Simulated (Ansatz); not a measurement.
The system is C.

```
CELL_PARAMETERS angstrom
1.23319 0.71198 8.28262
-1.23319 0.71198 8.28262
0.00000 -1.42396 8.28262
ATOMIC_POSITIONS crystal
C 0.08717 0.08717 0.08717
C 0.75385 0.75385 0.75385
C 0.24615 0.24615 0.24615
C 0.91283 0.91283 0.91283
```

This isn't the form of C at room conditions, which is graphite.

Base run:

| Item | Value |
| --- | --- |
| Program | Ansatz 0.2.0 |
| Functional | PBEsol |
| Potentials or basis | all-electron LAPW, scalar-relativistic |
| Cutoff | 479 eV |
| Density cutoff | 1915 eV |
| Basis error allowed | 0.002 eV/atom |
| k mesh | 12 × 12 × 12 |
| Occupations | fermi-dirac, width 0.05 eV |
| Spin | no spin polarisation |

Its results: band gap on the k mesh 0.19 eV, direct; pressure -2.1 GPa; largest force 0.005 eV/Å.

Task: The run is repeated on the same cell with these changes: functional from PBEsol to LDA. What comes out?

Result: Band gap on the k mesh 0.19 eV, direct; pressure -6.1 GPa; largest force 0.009 eV/Å.

LDA binds more tightly than PBEsol, so the same cell stands under less pressure.

Caveats: the mesh misses the band edges, which the band path finds closer together.

Not every run made on this cell is shown here.
